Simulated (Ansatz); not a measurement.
# LiBr: the cost of one run

Method: DFT r2SCAN, scalar-relativistic, plane waves, PAW, in Ansatz 0.2.0.

The COD entry's cell or inner coordinates are ideal or old and differ from later refinements, so a difference from it is no clean test against experiment.

2 further runs of the same task are left out: 2 set aside as unsound or not needed.

### 1 The starting structure

It takes space group Fm-3m (No. 225, cubic). The conventional cell has a = 5.489 Å, b = 5.489 Å, c = 5.489 Å, α = 90.00°, β = 90.00°, γ = 90.00°. Li (site symmetry m-3m) is surrounded by 6 Br at 2.74 Å. Around Br (site symmetry m-3m) lie 6 Li at 2.74 Å.

As a file:

```
CELL_PARAMETERS angstrom
0.00000 2.74450 2.74450
2.74450 0.00000 2.74450
2.74450 2.74450 0.00000
ATOMIC_POSITIONS crystal
Li 0.00000 0.00000 0.00000
Br 0.50000 0.50000 0.50000
```

The structure comes from the Crystallography Open Database.

(A quick probe on a coarse mesh, which set the mesh and smearing, is not shown.)

### 3 Relaxing cell and atoms

File input.yaml:

```yaml
crystal:
  lattice:
    - [0.0, 2.7445, 2.7445]
    - [2.7445, 0.0, 2.7445]
    - [2.7445, 2.7445, 0.0]
  atoms:
    - { symbol: Li, position: [0.0, 0.0, 0.0] }
    - { symbol: Br, position: [0.5, 0.5, 0.5] }
basis:
  ecutwfc: 500
kpoints:
  mp_grid: { grid: [8, 8, 8] }
hamiltonian:
  xc: r2scan
scf:
  occupations: { method: gaussian, width: 0.02 }
output:
  forces: true
  stress: true
  eigenvalues: true
relax:
  adjacent_minimum: "off"
  f_tol: 0.005
  max_steps: 80
  cell: { stress_tol: 0.05 }
```

Launch:

```bash
$ ansatz run input.yaml --threads 2 --pin off --max-ram 6144MiB --backend cpu --events-out ev --progress --plain --runs-dir out
```

What time and memory should one allow on 2 threads of an Arm CPU, shared host?

About 3.5 s, with a peak of 0.41 GiB.
